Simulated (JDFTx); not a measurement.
Crystal: HfO2.

```
Hf O
1.0
     0.00000    2.55750    2.55750
     2.55750    0.00000    2.55750
     2.55750    2.55750    0.00000
Hf O
1 2
Direct
  0.00000 0.00000 0.00000
  0.75000 0.75000 0.75000
  0.25000 0.25000 0.25000
```

Measurements of this composition are mostly on another form, of space group No. 14.

Base run:

- Program: JDFTx 1.7.0 (patched build)
- Functional: PBE
- Potentials or basis: PseudoDojo-SR-PBE-0.5-standard
- Cutoff: 1143 eV
- Density cutoff: 4572 eV
- k mesh: 9 × 9 × 9
- Occupations: fermi-dirac, width 0.05 eV
- Spin: no spin polarisation

Its results: band gap on the k mesh 3.87 eV, indirect (least direct gap 3.99 eV); pressure -4.9 GPa.

The run is repeated on the same cell with these changes: functional from PBE to BLYP; density cutoff from 4572 eV to 9143 eV. What comes out?

Band gap on the k mesh 3.92 eV, indirect (least direct gap 4.04 eV); pressure 1.6 GPa.

BLYP binds less tightly than PBE, so the same cell stands under more pressure.

Caveats: spin-orbit coupling is left out, which moves the levels of the heavy elements; an odd mesh through Γ misses points on the zone boundary, where band edges often lie; the potentials were made for another functional, which shifts forces and pressure (some runs).

Not every run made on this cell is shown here.
